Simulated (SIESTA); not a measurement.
Cu:

```
Cu
1.0
     0.00000    1.80750    1.80750
     1.80750    0.00000    1.80750
     1.80750    1.80750    0.00000
Cu
1
Direct
  0.00000 0.00000 0.00000
```

Base run:

- Program: SIESTA 5.4.2
- Functional: vdW-DF-cx
- Potentials or basis: PseudoDojo 0.4 standard (PBE files)
- Basis: DZP (energy shift 0.003 Ry; two zetas on semicore shells)
- Grid cutoff: 800 Ry
- Energy shift: 0.003 Ry
- k mesh: 13 × 13 × 13
- Occupations: fermi-dirac, width 0.05 eV
- Spin: no spin polarisation

Its results: band gap on the k mesh none (metal or under the smearing width); pressure -4.9 GPa.

After a change of settings the same cell gave: band gap on the k mesh none (metal or under the smearing width); pressure 7.1 GPa. Which change was it?
A. functional from vdW-DF-cx to RPBE
B. functional from vdW-DF-cx to AM05; potentials or basis from PseudoDojo 0.4 standard (PBE files) to PseudoDojo 0.4 standard (PBEsol files)
C. functional from vdW-DF-cx to PBEsol; potentials or basis from PseudoDojo 0.4 standard (PBE files) to PseudoDojo 0.4 standard (PBEsol files)

A.

Caveats: short orbitals over semicore shells can move pressures by several GPa; the potentials were made for another functional, which shifts forces and pressure; the basis of atomic orbitals isn't converged, which shifts pressures, moduli and gaps.

Runs at the PBE level aren't shown here.
